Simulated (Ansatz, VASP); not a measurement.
**SnO in VASP and in Ansatz**

```
CELL_PARAMETERS angstrom
3.81370 0.00000 0.00000
0.00000 3.81370 0.00000
0.00000 0.00000 4.88691
ATOMIC_POSITIONS crystal
Sn 0.50000 0.00000 0.76463
Sn 0.00000 0.50000 0.23537
O 0.00000 0.00000 0.00000
O 0.50000 0.50000 0.00000
```

Alike in both runs: functional LDA; k mesh 7 × 7 × 6; occupations fermi-dirac, width 0.05 eV; no spin polarisation.

```csv
,VASP,Ansatz
version,VASP 6.6.1,Ansatz 0.2.0
potentials or method,"VASP PAW LDA potentials, release 64 (Sn_d, O), cutoff 520 eV","all-electron LAPW, scalar-relativistic"
task,single point,band structure
```

Ansatz gave:

* gap on the k mesh at the Fermi level (eV): 0.46
* least direct gap on the mesh (eV): 2.01
* pressure (GPa): -3.3
* largest component of the traceless stress (GPa): 0.34
* rms of the force components (eV/Å): 0.096

Problem. Estimate VASP's values.

Solution. gap on the k mesh at the Fermi level (eV): 0.44; least direct gap on the mesh (eV): 1.96; pressure (GPa): -3.0; largest component of the traceless stress (GPa): 0.34; rms of the force components (eV/Å): 0.053.

Atom by atom the forces differ by 0.044 eV/Å (rms over components). Ansatz ran all-electron here, so the differences hold the error of VASP's frozen core and of both bases.

Caveats: spin-orbit coupling is left out, which moves the levels of the heavy elements; an odd mesh through Γ misses points on the zone boundary, where band edges often lie (VASP); the mesh misses the band edges, which the band path finds closer together (Ansatz).
